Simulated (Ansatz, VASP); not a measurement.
**One calculation of Nb, two programs**

```
Nb
1.0
     0.00000    1.99952    1.99952
     1.99952    0.00000    1.99952
     1.99952    1.99952    0.00000
Nb
1
Cartesian
  0.0000 0.0000 0.0000
```

Alike in both runs: task single point; functional PBEsol; k mesh 15 × 15 × 15; occupations fermi-dirac, width 0.1 eV; no spin polarisation.

|  | VASP | Ansatz |
| --- | --- | --- |
| version | VASP 6.6.1 | Ansatz 0.2.0 |
| potentials or method | VASP PAW PBE potentials, release 64 (Nb_sv) | plane waves (420 eV) with PAW, scalar-relativistic |
| plane-wave cutoff (eV) | 520 | 420 |
| valence electrons in the cell | 13 | 13 |

|  | VASP | Ansatz | Ansatz less VASP |
| --- | --- | --- | --- |
| pressure (GPa) | 27.0 | 27.3 | +0.33 |

Ansatz warned: «pseudo_functional_mismatch».

Caveats: so large a pressure means that the cell lies far from this level's equilibrium, or that cutoff or potentials fall short (VASP); the potentials were made for another functional, which shifts forces and pressure (VASP).
